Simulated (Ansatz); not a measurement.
# Al3Ru2: strain energy, fitted

Al3Ru2, I4/mmm, a = 3.073 Å, c = 14.252 Å. The structure is a Materials Project entry; whether it is the stable form wasn't checked. Ansatz: PBEsol, PAW, 420 eV, Γ-centred 12×12×4 mesh on 10 atoms, Gaussian smearing 0.10 eV; no spin polarisation. Series: biaxial strain in the a-b plane, c and atoms relaxed; x is the strain in per cent. y is the free energy over the unstrained cell, V0 = 13.461 Å³/atom.

```
x (%) y (meV/atom)
 -4.5             ?
 -3.0         27.38
 -1.5          6.51
  0.0          0.00
  1.5          7.23
  3.0         27.37
  4.5         59.21
```

Question: Fit y = c2 x² + c3 x³ to the other rows, turn c2 into a modulus, and predict the missing energy.

Answer: Least squares on the rows shown. y = 3.0092 x² − 0.015864 x³. In eV per unit strain² c2 is 30.09; M is the biaxial modulus (E = M V0 ε²): 30.09 × 160.2 / (13.461) = 358 GPa. At x = -4.5 the fit asked for gives 62.38 meV/atom. The run gave 62.63 meV/atom, so the fit is 0.25 meV/atom too low, within the rms miss on the fitted rows (0.44 meV/atom).